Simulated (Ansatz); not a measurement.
InSb

The computed numbers are results of PBE, scalar-relativistic (no spin polarisation) in the plane-wave PAW code Ansatz at 420 eV, 6×6×10 k-mesh, Gaussian smearing of 0.05 eV; PAW files: Ansatz's generated set soft_2.

```cif
data_structure
_symmetry_space_group_name_H-M 'Immm'
_symmetry_Int_Tables_number 71
_cell_length_a 3.2900
_cell_length_b 5.6198
_cell_length_c 6.1173
_cell_angle_alpha 90.000
_cell_angle_beta 90.000
_cell_angle_gamma 90.000
_cell_volume 113.10
loop_
_atom_site_label
_atom_site_type_symbol
_atom_site_symmetry_multiplicity
_atom_site_Wyckoff_symbol
_atom_site_fract_x
_atom_site_fract_y
_atom_site_fract_z
_atom_site_occupancy
In1 In 2 b 0.50000 0.00000 0.00000 1
Sb1 Sb 2 d 0.00000 0.50000 0.00000 1
```

The chain of runs began from a cell as deposited in COD, expanded in volume. The relaxation changed the space group from Pmmn to Immm (read at 0.02 Å), so the results may not describe the measured structure.

The cell above was scaled in volume, and shape and atoms were relaxed at each volume within its symmetry. Energies are counted from the cell above.

| V (Å³/atom) | ΔE (meV/atom) | P from the stress (GPa) |
| --- | --- | --- |
| 27.145 | 7.18 | 2.13 |
| 27.711 | 1.72 | 1.00 |
| 28.276 | 0.00 | 0.00 |
| 28.842 | 1.61 | -0.89 |
| 29.407 | 6.00 | -1.66 |

**Question.** Do the energies and the pressures agree? Compare −ΔE/ΔV between neighbouring points (1 meV/Å³ = 0.1602 GPa) with the mean of their pressures.

**Answer.** 
```tsv
interval (Å³/atom)	−ΔE/ΔV (GPa)	mean P (GPa)
27.15 to 27.71	1.5	1.6
27.71 to 28.28	0.5	0.5
28.28 to 28.84	-0.5	-0.4
28.84 to 29.41	-1.2	-1.3
```
They differ by 0.03 GPa at most.

**Question.** What do the two routes give for V0, B0 and B0′?

**Answer.** A third-order Birch–Murnaghan fit of the energies: V0 = 28.27 Å³/atom, B0 = 46 GPa, B0′ = 6.3. A polynomial of P in ln V, with B = −dP/d ln V at P = 0: V0 = 28.27 Å³/atom, B0 = 47 GPa, B0′ = 5.3. The two B0′ disagree, so these points don't fix it: a third derivative leans on the end points, and mesh and smearing noise enter it strongly.

B0·V0 = 46.3 GPa × 28.27 Å³ = 8.17 eV/atom sets the scale: near the minimum ΔE ≈ ½ B0 V0 x², with x = V/V0 − 1, and a pressure of 0.5 GPa squeezes the volume by about 1 %. At the ends of the curve: x = −4.0 % predicts 6.5 meV/atom and the run gives 7.2; x = +4.0 % predicts 6.6 meV/atom and the run gives 6.0. The curve is steeper than the parabola on the compressed side and flatter on the expanded side: the bulk modulus rises with pressure.

Scalar-relativistic only: spin–orbit splittings of the heavy atoms' levels are missing. The run is a metal.
